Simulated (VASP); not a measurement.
# Os (Im-3m) in VASP: a series of runs

Runs on Os. Level: PBE+D3(BJ). Tasks: single point, relaxation of cell and atoms.

Program: VASP 6.6.1. These are calculated values, not measurements. Logs are shortened: lines on timing, memory, paths and dates and some standing lists are left out, and cuts for length are marked.

### Step 1. The structure

The structure is cubic, space group Im-3m (No. 229). Conventional cell: a = 3.071 Å, b = 3.071 Å, c = 3.071 Å, α = 90.00°, β = 90.00°, γ = 90.00°. Around Os (site symmetry m-3m) lie 8 Os at 2.66 Å.

This isn't the form of Os at room conditions, which is hcp.

### Step 2. Single point, PBE+D3(BJ)

Contents of INCAR:

```
SYSTEM = Os
ALGO = Normal ; EDIFF = 1E-6
ENCUT = 520 ; GGA = PE
ISIF = 2 ; ISMEAR = 0
IVDW = 12 ; LASPH = .True.
LCHARG = .False. ; LREAL = .False.
LWAVE = .False. ; NBANDS = 10
NELM = 100 ; PREC = Accurate
SIGMA = 0.1
```

Contents of KPOINTS:

```
k-points
0
Gamma
  20 20 20
  0 0 0
```

Contents of POSCAR:

```
Os
1.0
   -1.5357076352      1.5357076352      1.5357076352
    1.5357076352     -1.5357076352      1.5357076352
    1.5357076352      1.5357076352     -1.5357076352
Os
1
Direct
    0.0000000000      0.0000000000      0.0000000000
```

Potentials or basis: VASP PAW PBE potentials, release 64 (Os).

Command:

```bash
> cat potpaw_PBE.64/Os/POTCAR > POTCAR
> mpirun -np 1 vasp_std > vasp.out
```

OUTCAR:

```text
SYSTEM = Os
   EDIFF = 1E-6
   ENCUT = 520
   GGA = PE
   ISIF = 2
   ISMEAR = 0
   IVDW = 12
   LASPH = .True.
   LREAL = .False.
   NELM = 100
   PREC = Accurate
 IVDW          = 12

 ion  position               nearest neighbor table
   1  0.000  0.000  0.000-

  LATTYP: Found a body centered cubic cell.
 ALAT       =     3.0714152704

  Lattice vectors:

 A1 = (  -1.5357076352,   1.5357076352,   1.5357076352)
 A2 = (   1.5357076352,  -1.5357076352,   1.5357076352)
 A3 = (   1.5357076352,   1.5357076352,  -1.5357076352)

Analysis of symmetry for initial positions (statically):
=====================================================================
 Subroutine PRICEL returns:
 Original cell was already a primitive cell.

 Routine SETGRP: Setting up the symmetry group for a
 body centered cubic supercell.

 Subroutine GETGRP returns: Found 48 space group operations
 (whereof 48 operations were pure point group operations)
 out of a pool of 48 trial point group operations.

The static configuration has the point symmetry O_h .

Analysis of symmetry for dynamics (positions and initial velocities):
=====================================================================
 Subroutine PRICEL returns:
 Original cell was already a primitive cell.

 Routine SETGRP: Setting up the symmetry group for a
 body centered cubic supercell.

 Subroutine GETGRP returns: Found 48 space group operations
 (whereof 48 operations were pure point group operations)
 out of a pool of 48 trial point group operations.

The dynamic configuration has the point symmetry O_h .

 Subroutine INISYM returns: Found 48 space group operations
 (whereof 48 operations are pure point group operations),
 and found     1 'primitive' translations

----------------------------------------------------------------------------------------

                                     Primitive cell

  volume of cell :      14.4872

  direct lattice vectors                    reciprocal lattice vectors
    -1.535707635  1.535707635  1.535707635     0.000000000  0.325582805  0.325582805
     1.535707635 -1.535707635  1.535707635     0.325582805  0.000000000  0.325582805
     1.535707635  1.535707635 -1.535707635     0.325582805  0.325582805  0.000000000

  length of vectors
     2.659923650  2.659923650  2.659923650     0.460443619  0.460443619  0.460443619

  position of ions in fractional coordinates (direct lattice)
     0.000000000  0.000000000  0.000000000

  ion indices of the primitive-cell ions
   primitive index   ion index
                 1           1

----------------------------------------------------------------------------------------

 KPOINTS: k-points

Automatic generation of k-mesh.
 Grid dimensions read from file:
 generate k-points for:   20   20   20

 Generating k-lattice:

  Cartesian coordinates                     Fractional coordinates (reciprocal lattice)
     0.000000000  0.016279140  0.016279140     0.050000000  0.000000000  0.000000000
     0.016279140  0.000000000  0.016279140     0.000000000  0.050000000  0.000000000
     0.016279140  0.016279140  0.000000000     0.000000000  0.000000000  0.050000000

  Length of vectors
     0.023022181  0.023022181  0.023022181

  Shift w.r.t. Gamma in fractional coordinates (k-lattice)
     0.000000000  0.000000000  0.000000000

 Subroutine IBZKPT returns following result:
 ===========================================

 Found    256 irreducible k-points:

 Following reciprocal coordinates:
            Coordinates               Weight
  0.000000  0.000000  0.000000      1.000000
  0.050000  0.000000  0.000000     12.000000
  0.100000  0.000000  0.000000     12.000000
  0.150000  0.000000  0.000000     12.000000
  0.200000  0.000000  0.000000     12.000000
  0.250000  0.000000  0.000000     12.000000
[... 16 lines left out ...]
  0.200000  0.100000 -0.000000     48.000000
  0.250000  0.100000  0.000000     48.000000
 [... further k-points ...]
   k-points           NKPTS =    256   k-points in BZ     NKDIM =    256   number of bands    NBANDS=     10
   number of dos      NEDOS =    301   number of ions     NIONS =      1
   total plane-waves  NPLWV =   8000
   dimension x,y,z NGX =    20 NGY =   20 NGZ =   20
   dimension x,y,z NGXF=    40 NGYF=   40 NGZF=   40
   ions per type =               1
   NGX,Y,Z   is equivalent  to a cutoff of  12.50, 12.50, 12.50 a.u.
   NGXF,Y,Z  is equivalent  to a cutoff of  25.00, 25.00, 25.00 a.u.
 SYSTEM =  Os
   PREC   = accura    normal or accurate (medium, high low for compatibility)
   ISTART =      0    job   : 0-new  1-cont  2-samecut
   ICHARG =      2    charge: 1-file 2-atom 10-const
   ISPIN  =      1    spin polarized calculation?
   LNONCOLLINEAR =      F non collinear calculations
   LSORBIT =      F    spin-orbit coupling
   LASPH  =      T    aspherical Exc in radial PAW
   ENCUT  =  520.0 eV  38.22 Ry    6.18 a.u.   4.95  4.95  4.95*2*pi/ulx,y,z
   NELM   =    100;   NELMIN=  2; NELMDL= -5     # of ELM steps
   EDIFF  = 0.1E-05   stopping-criterion for ELM
   LREAL  =      F    real-space projection
   EDIFFG = 0.1E-04   stopping-criterion for IOM
   NSW    =      0    number of steps for IOM
   IBRION =     -1    ionic relax: 0-MD 1-quasi-New 2-CG
   NFREE  =      0    steps in history (QN), initial steepest desc. (CG)
   ISIF   =      2    stress and relaxation
   ISYM   =      2    0-nonsym 1-usesym 2-fastsym
   POTIM  = 0.5000    time-step for ionic-motion
   TEBEG  =    0.0;   TEEND  =   0.0 temperature during run
   PSTRESS=    0.0 pullay stress
   NELECT =       8.0000    total number of electrons
   NUPDOWN=      -1.0000    fix difference up-down
   EMIN   =  10.00;   EMAX   =-10.00  energy-range for DOS
   EFERMI =   0.00;   METHOD = LEGACY
   ISMEAR =     0;   SIGMA  =   0.10  broadening in eV -4-tet -1-fermi 0-gaus
   EFERMI_NEDOS =   21; number of points for ismear=-14 and -15
   IALGO  =     38    algorithm
   IMIX   =      4    mixing-type and parameters
     AMIX     =   0.40;   BMIX     =  1.00
     AMIX_MAG =   1.60;   BMIX_MAG =  1.00
  volume/ion in A,a.u.               =      14.49        97.76
  Fermi-wavevector in a.u.,A,eV,Ry     =   1.343104  2.538098 24.543933  1.803928
  Thomas-Fermi vector in A             =   2.471205
   LORBIT       =      0    0 simple, 1 ext, 2 COOP (PROOUT), +10 PAW based schemes
   GGA     = PE    functional components
   LHFCALC =     F    Hartree Fock is set to
   AEXX    =    0.0000 exact exchange contribution
   IVDW    =    12    specifies the selected vdW correction
   LEPSILON=     F    determine dielectric tensor
   LRPA    =     F    only Hartree local field effects (RPA)
 non-spin polarized calculation
 Gauss-broadening in eV      SIGMA  =   0.10
  energy-cutoff  :      520.00
  volume of cell :       14.49
 maximum number of plane-waves:       403
   NGX =  9   NGY =  9   NGZ =  9

 number of electron       8.0000001 magnetization

 Free energy of the ion-electron system (eV)
  ---------------------------------------------------
  ext. energy  EPLUGINS =         0.00000000
  ---------------------------------------------------
  free energy    TOTEN  =       -10.35751330 eV

  energy without entropy =      -10.35013818  energy(sigma->0) =      -10.35382574

 E-fermi :   9.2048     XC(G=0): -13.8430

 val. band max:        9.2023281701   @ k =   0.3000   0.2000   0.0500
 cond. band min:       9.2101043885   @ k =   0.2500   0.2500   0.0500
 fundamental gap:      0.0077762184
 Fermi energy:         9.2047959255

 k-point     1 :       0.0000    0.0000    0.0000
  band No.  band energies     occupation
      1      -1.6774      2.00000
      2       5.8834      2.00000
      3       5.8834      2.00000
      4       5.8834      2.00000
      5       9.1550      1.51908
      6       9.1550      1.51907
      7      25.4491      0.00000
      8      25.4491      0.00000
      9      25.4491      0.00000
     10      37.3147      0.00000

 k-point     2 :       0.0500    0.0000    0.0000
  band No.  band energies     occupation
      1      -1.5575      2.00000
      2       5.8216      2.00000
      3       5.8772      2.00000
      4       5.9945      2.00000
      5       9.0641      1.95331
      6       9.1586      1.48684
      7      25.5347      0.00000
      8      25.6457      0.00000
      9      25.6699      0.00000
     10      35.9393      0.00000

 k-point     3 :       0.1000    0.0000    0.0000
  band No.  band energies     occupation
      1      -1.2075      2.00000
      2       5.6466      2.00000
      3       5.8465      2.00000
      4       6.3247      2.00000
      5       8.8459      2.00000
      6       9.1720      1.35746
      7      25.7413      0.00000
      8      26.2234      0.00000
      9      26.2277      0.00000
     10      34.1151      0.00000

 k-point     4 :       0.1500    0.0000    0.0000
  band No.  band energies     occupation
      1      -0.6595      2.00000
      2       5.3859      2.00000
      3       5.7680      2.00000
      4       6.8632      2.00000
      5       8.6285      2.00000
      6       9.2017      1.03486
      7      25.8912      0.00000
      8      26.7648      0.00000
      9      27.1490      0.00000
     10      32.7426      0.00000
[... 222 lines left out ...]
 k-point    22 :       0.1500    0.1000    0.0000
  band No.  band energies     occupation
      1       0.3270      2.00000
      2       5.1034      2.00000
      3       5.3390      2.00000
      4       8.0477      2.00000
      5       8.3230      2.00000
      6       9.4268      0.00169
      7      26.0462      0.00000
      8      26.4756      0.00000
      9      27.9871      0.00000
     10      31.5251      0.00000

 k-point    23 :       0.2000    0.1000   -0.0000
  band No.  band energies     occupation
      1       1.0242      2.00000
      2       4.7914      2.00000
      3       5.2675      2.00000
      4       8.3389      2.00000
      5       8.9982      1.99652
      6       9.5453      0.00000
      7      24.8351      0.00000
      8      25.7718      0.00000
      9      29.0121      0.00000
     10      30.5802      0.00000

 k-point    24 :       0.2500    0.1000    0.0000
  band No.  band energies     occupation
      1       1.5763      2.00000
      2       4.4973      2.00000
      3       5.4499      2.00000
      4       8.5023      2.00000
      5       9.6293      0.00000
      6      10.0799      0.00000
      7      23.2449      0.00000
      8      24.6553      0.00000
      9      29.2024      0.00000
     10      30.4667      0.00000

 [... further k-points ...]

------------------------ aborting loop because EDIFF is reached ----------------------------------------

 Edisp (eV)   -0.63108

 E8    (eV) :    -0.3101

  FORCE on cell =-STRESS in cart. coord.  units (eV):
  Direction    XX          YY          ZZ          XY          YZ          ZX
  --------------------------------------------------------------------------------------
  -------------------------------------------------------------------------------------
  Total       0.01817     0.01817     0.01817     0.00000     0.00000     0.00000
  in kB       2.00972     2.00972     2.00972     0.00000     0.00000     0.00000
  external pressure =        2.01 kB  Pullay stress =        0.00 kB

 VOLUME and BASIS-vectors are now :
 -----------------------------------------------------------------------------
  energy-cutoff  :      520.00
  volume of cell :       14.49
      direct lattice vectors                 reciprocal lattice vectors
    -1.535707635  1.535707635  1.535707635     0.000000000  0.325582805  0.325582805
     1.535707635 -1.535707635  1.535707635     0.325582805  0.000000000  0.325582805
     1.535707635  1.535707635 -1.535707635     0.325582805  0.325582805  0.000000000

 POSITION                                       TOTAL-FORCE (eV/Angst)
 -----------------------------------------------------------------------------------
      0.00000      0.00000      0.00000        -0.000000     -0.000000     -0.000000
 -----------------------------------------------------------------------------------
    total drift:                                0.000000     -0.000000      0.000000

  FREE ENERGIE OF THE ION-ELECTRON SYSTEM (eV)
  ---------------------------------------------------
  free  energy   TOTEN  =       -10.9885905478 eV

  energy  without entropy=      -10.9812154286  energy(sigma->0) =      -10.98490299
```

Run time: 21 s. Hardware: 1 thread of Intel Xeon Platinum 8259CL at 2.50GHz (Skylake/Cascade Lake), shared host; peak memory 0.16 GiB.

What came out:

- Free energy: -10.9886 eV
- Pressure: 0.2 GPa
- Band gap on the k mesh: none (metal or under the smearing width)
- Dispersion energy per atom: -0.631 eV

Caveat: pairwise dispersion overbinds metals, which lowers pressure and volume.

### Step 3. Relaxation of cell and atoms, PBE+D3(BJ)

Contents of INCAR:

```
ALGO = Normal
EDIFF = 1E-7
EDIFFG = -0.002
ENCUT = 600
GGA = PE
IBRION = 2
ISIF = 3
ISMEAR = 0
IVDW = 12
LASPH = True
LCHARG = False
LREAL = False
LWAVE = False
NELM = 100
NSW = 100
PREC = Accurate
SIGMA = 0.1
```

Contents of KPOINTS:

```
k-points
0
Gamma
  20 20 20
```

Contents of POSCAR:

```
Os
1.0
   -1.5356666804      1.5356666804      1.5356666804
    1.5356666804     -1.5356666804      1.5356666804
    1.5356666804      1.5356666804     -1.5356666804
Os
1
Direct
    0.0000000000      0.0000000000      0.0000000000
```

Potentials or basis: VASP PAW PBE potentials, release 64 (Os).

Command:

```bash
> cat potpaw_PBE.64/Os/POTCAR > POTCAR
> mpirun -np 1 vasp_std > vasp.out
```

Run time: 45 s. Hardware: 1 thread of Intel Xeon Platinum 8259CL at 2.50GHz (Skylake/Cascade Lake), shared host; peak memory 0.19 GiB.

Results (log left out):

| Item | Value |
| --- | --- |
| Free energy | -10.9892 eV |
| Relaxed volume | 14.50 Å³/atom |
| Relaxed cell | a = 2.661 Å, b = 2.661 Å, c = 2.661 Å, α = 109.47°, β = 109.47°, γ = 109.47° |
| Space group after relaxing (to 0.05 Å) | Im-3m (No. 229) |
| Energy gained by relaxing | 0.0 meV/atom |
| Ionic steps | 4 |
| Pressure after relaxing | 0.0 GPa |
| Band gap on the k mesh | none (metal or under the smearing width) |
| Dispersion energy per atom | -0.630 eV |

Final structure:
```
Os
1.0
    -1.53617    1.53617    1.53617
     1.53617   -1.53617    1.53617
     1.53617    1.53617   -1.53617
Os
1
Direct
  0.00000 0.00000 0.00000
```

Levels at points of the mesh, in eV from the Fermi level:
```csv
k point,band 1,band 2,band 3,band 4,band 5,band 6,band 7,band 8
"(0.00, 0.00, 0.00)",-10.87,-3.32,-3.32,-3.32,-0.05,-0.05,16.24,16.24
"(0.50, 0.00, 0.00)",-7.69,-5.38,-0.19,-0.19,0.59,3.26,8.99,12.48
"(0.50, 0.50, 0.50)",-7.29,-7.29,2.43,2.43,2.43,7.90,7.90,7.90
```

Caveat: pairwise dispersion overbinds metals, which lowers pressure and volume. Spin-orbit coupling is left out, which matters for the levels of Os.

### Step 4. Single point, PBE+D3(BJ)

Contents of INCAR:

```
  ALGO = Normal
  EDIFF = 1E-6
  ENCUT = 520
  GGA = PE
  ISIF = 2
  ISMEAR = 0
  IVDW = 12
  LASPH = T
  LCHARG = F
  LREAL = F
  LWAVE = F
  NBANDS = 10
  NELM = 100
  PREC = Accurate
  SIGMA = 0.1
```

Contents of KPOINTS:

```
k-points
0
Gamma
  10 10 10
```

POSCAR is that of step 3.

Command:

```bash
> cat potpaw_PBE.64/Os/POTCAR > POTCAR
> mpirun -np 1 vasp_std > vasp.out
```

Run time: 5.1 s. Hardware: 1 thread of Intel Xeon Platinum 8259CL at 2.50GHz (Skylake/Cascade Lake), shared host; peak memory 0.14 GiB.

The run converged. Its results:

```
Free energy                : -10.9918 eV
Pressure                   : 0.2 GPa
Band gap on the k mesh     : none (metal or under the smearing width)
Dispersion energy per atom : -0.631 eV
```

Levels at points of the mesh, in eV from the Fermi level:
```
           k point  band 2  band 3  band 4  band 5  band 6  band 7
(0.00, 0.00, 0.00)   -3.33   -3.33   -3.33   -0.06   -0.06   16.24
(0.50, 0.00, 0.00)   -5.39   -0.20   -0.19    0.58    3.25    9.00
(0.50, 0.50, 0.50)   -7.31    2.43    2.43    2.43    7.90    7.90
```

Caveat: pairwise dispersion overbinds metals, which lowers pressure and volume. The run has no spin-orbit coupling, so splittings on Os are missing.

[end of part 1 of 2]
